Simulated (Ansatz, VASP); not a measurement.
## ZnS in VASP and in Ansatz

Contents of INCAR:

```
PREC     = Accurate       # precision mode
ENCUT    = 520            # plane-wave cutoff, eV
EDIFF    = 1E-6           # SCF threshold, eV
ISMEAR   = 0              # smearing method
SIGMA    = 0.05           # smearing width, eV
LREAL    = F              # projectors in reciprocal space
LASPH    = T              # aspherical terms in the spheres
NELM     = 100            # most SCF steps
ALGO     = Normal         # electronic algorithm
ISIF     = 2              # what is computed and relaxed
LWAVE    = F              # write WAVECAR
LCHARG   = F              # write CHGCAR
GGA      = PE             # functional
NBANDS   = 16             # bands
```

The input KPOINTS:

```
regular mesh
0
Gamma
  10 10 10
```

POSCAR

```
ZnS
1.0
    0.0000000000      2.6640802500      2.7452197500
    2.6640802500      0.0000000000      2.7452197500
    2.6640802500      2.6640802500      0.0000000000
Zn S
1 1
Direct
    0.0000000000      0.0000000000      0.0000000000
    0.7500000000      0.7500000000      0.7500000000
```

Input for Ansatz:

```yaml
crystal:
  lattice:
    - [0.0, 2.66408025, 2.74521975]
    - [2.66408025, 0.0, 2.74521975]
    - [2.66408025, 2.66408025, 0.0]
  atoms:
    - { symbol: Zn, position: [0.0, 0.0, 0.0] }
    - { symbol: S, position: [0.75, 0.75, 0.75] }
basis:
  ecutwfc: 420
kpoints:
  mp_grid: { grid: [10, 10, 10] }
hamiltonian:
  xc: pbe
scf:
  occupations: { method: gaussian, width: 0.05 }
output:
  forces: true
  stress: true
  eigenvalues: true
```

Change from the starting cell: strain -0.015 along x and y, +0.015 along z, atoms carried along.

Alike in both runs: task single point; functional PBE; k mesh 10 × 10 × 10; occupations gaussian, width 0.05 eV; no spin polarisation.

|  | VASP | Ansatz |
| --- | --- | --- |
| version | VASP 6.6.1 | Ansatz 0.2.0 |
| potentials or method | VASP PAW PBE potentials, release 64 (Zn, S) | scalar-relativistic, plane waves, PAW |
| plane-wave cutoff (eV) | 520 | 420 |
| valence electrons in the cell | 18 | 18 |

|  | VASP | Ansatz | Ansatz less VASP |
| --- | --- | --- | --- |
| gap on the k mesh at the Fermi level (eV) | 2.13 | 2.12 | -0.006 |
| least direct gap on the mesh (eV) | 2.13 | 2.12 | -0.006 |
| pressure (GPa) | 2.7 | 2.5 | -0.17 |
| largest component of the traceless stress (GPa) | 0.84 | 0.85 | +0.009 |

The functional is the same, so the differences come from potentials, cutoffs and numerics.
